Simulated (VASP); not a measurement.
A run of VASP 6.6.1:

The input POSCAR:

```
Bi
1.0
    3.6583430000      0.0000000000      0.0000000000
   -1.8291710000      3.1682240000      0.0000000000
    0.0000000000      0.0000000000      5.6993400000
Bi
2
Direct
    0.3333300000      0.6666700000      0.2500000000
    0.6666600000      0.3333300000      0.7500000000
```

File INCAR.step1:

```
SYSTEM = Bi
PREC = Accurate
ENCUT = 520
ISMEAR = -1
SIGMA = 0.1
LREAL = .False.
LASPH = .True.
NELM = 150
ISPIN = 2
MAGMOM = 0 0
NBANDS = 26
GGA = PE
ALGO = Normal
EDIFF = 1E-4
LWAVE = .True.
LCHARG = .False.
```

Contents of INCAR.step2:

```
SYSTEM = Bi
PREC = Accurate
ENCUT = 520
EDIFF = 1E-6
ISMEAR = -1
SIGMA = 0.1
LREAL = .False.
LASPH = .True.
NELM = 150
ALGO = Normal
ISIF = 2
LWAVE = .False.
LCHARG = .False.
ISPIN = 2
MAGMOM = 0 0
LORBIT = 11
METAGGA = R2SCAN
LMIXTAU = .True.
NBANDS = 26
ISTART = 1
```

Contents of KPOINTS:

```
regular mesh
0
Gamma
  6 6 3
  0 0 0
```

Potentials or basis: VASP PAW PBE potentials, release 64 (Bi_d).

Launch:

```console
$ cat potpaw_PBE.64/Bi_d/POTCAR > POTCAR
$ cp INCAR.step1 INCAR
$ mpirun -np 1 vasp_std > vasp.out
$ cp INCAR.step2 INCAR
$ mpirun -np 1 vasp_std > vasp.out
```

Hardware: 1 thread of Intel(R) Xeon(R) Platinum 8559C (Emerald Rapids) (shared host).

Problem. Estimate the wall time of this run.

Solution. It took 3 min on 1 thread of Intel(R) Xeon(R) Platinum 8559C (Emerald Rapids), on a shared host, peak memory 0.24 GiB. Counts: scf iterations 11, k points 26.
